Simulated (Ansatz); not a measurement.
## One relaxed cell of SiO$_{2}$ at several levels

A database entry relaxed whole under r2SCAN at zero pressure (P6_222, No. 180):

```
Si O
1.0
     5.05990    0.00000    0.00000
    -2.52995    4.38200    0.00000
     0.00000    0.00000    5.54142
Si O
3 6
Cartesian
  1.2650 2.1910 1.8471
  -1.2650 2.1910 3.6943
  2.5300 0.0000 0.0000
  -0.9494 3.4695 4.6178
  1.5806 0.9125 0.9236
  0.0000 1.8251 2.7707
  3.4793 0.9125 4.6178
  0.9494 3.4695 0.9236
  2.5300 2.5569 2.7707
```

Its volume is 13.65 Å³ an atom, +3.2 % against the entry's 13.23, which is old or was flagged in a check.

Single points on this cell with plane-wave PAW DFT (Ansatz 0.2.0; r2SCAN 500 eV, hybrids 420 eV; fermi-dirac occupations of width 0.020 eV; no moments): r2SCAN on a 6×6×6 Γ-centred mesh; HSE06 on a 6×6×2 Γ-centred mesh; PBE0 on a 6×6×2 Γ-centred mesh.

How do gap, pressure and charges move from level to level?

The runs give:

```csv
level,"gap (eV), or kind",pressure (GPa),Bader charge of Si (e),Bader charge of O (e)
r2SCAN,6.30,0.0,+3.37,-1.69
HSE06,7.50,0.0,+3.36,-1.68
PBE0,8.27,-0.1,+3.36,-1.68
```

Under r2SCAN the gap is 6.30 eV, over mesh and band path. HSE06 moves it by +1.21 eV and PBE0 by +1.98 eV; PBE0 keeps its exact exchange at long range, which widens the gap over HSE06's by 0.77 eV on their common mesh.

Caveats: the relaxation kept the start's symmetry; HSE06 is read on its mesh and at the zone's corners, PBE0 on its mesh alone; hybrid pressures are good to a few tenths of a GPa; pressure is positive in compression.
